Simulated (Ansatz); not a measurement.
SbPt: course of a relaxation

Level of theory: Ansatz, DFT PBEsol, scalar-relativistic, plane waves, PAW. Run with 420 eV cutoff, 12×12×8 k-mesh, Gaussian smearing of 0.10 eV, no spin polarisation.

What was changed: relaxed at 4 GPa.

Spin–orbit coupling is left out, which can shift energies with elements as heavy as these.

Command:

```bash
ansatz run input.yaml --threads 1 --pin off --max-ram 2560MiB --backend cpu --events-out ev --progress --plain --runs-dir out
```

Input:

```yaml
crystal:
  lattice:
    - [4.1318428148, 0.0, 0.0]
    - [-2.0659214074, 3.578280842, 0.0]
    - [0.0, 0.0, 5.4227696853]
  atoms:
    - { symbol: Sb, position: [0.3333333333, 0.6666666667, 0.25] }
    - { symbol: Sb, position: [0.6666666667, 0.3333333333, 0.75] }
    - { symbol: Pt, position: [0.0, 0.0, 0.0] }
    - { symbol: Pt, position: [0.0, 0.0, 0.5] }
basis:
  ecutwfc: 420
kpoints:
  mp_grid: { grid: [12, 12, 8] }
hamiltonian:
  xc: pbesol
scf:
  occupations: { method: gaussian, width: 0.1 }
output:
  forces: true
  stress: true
  eigenvalues: true
relax:
  adjacent_minimum: "off"
  f_tol: 0.008
  max_steps: 50
  cell: { stress_tol: 0.08, p_target: 4.0 }
```

F is the free energy. Steps run on the plane waves of an earlier cell, but the last one, and at times one on the way, on a freshly chosen basis, so a repeated geometry can differ a little in energy. The relaxation lowers the enthalpy F + PV at the target pressure, so F itself can rise.

Steps:

```tsv
step	F − F(1) (eV)	largest force component (eV/Å)	V (Å³/atom)	P (GPa)
1	0.0000	0.000	20.044	4.12
2	-0.0038	0.000	20.082	3.75
3	-0.0007	0.000	20.049	4.04
4	-0.0007	0.000	20.049	4.04
```

Relaxed structure:

```
CELL_PARAMETERS angstrom
4.12826 0.00000 0.00000
-2.06413 3.57518 0.00000
0.00000 0.00000 5.43365
ATOMIC_POSITIONS crystal
Sb 0.33333 0.66667 0.25000
Sb 0.66667 0.33333 0.75000
Pt 0.00000 0.00000 0.00000
Pt 0.00000 0.00000 0.50000
```

Symmetry: P6_3/mmc, No. 194, hexagonal system. Conventional cell: a = 4.128 Å, b = 4.128 Å, c = 5.434 Å, α = 90.00°, β = 90.00°, γ = 120.00°. Sb (site symmetry -6m2) has 6 Pt at 2.74 Å as nearest neighbours. Around Pt (site symmetry -3m) lie 2 Pt at 2.72 Å and 6 Sb at 2.74 Å.

The run converged. It took 56 s on 1 thread of Arm Neoverse V1 (shared host), peak memory 0.51 GiB.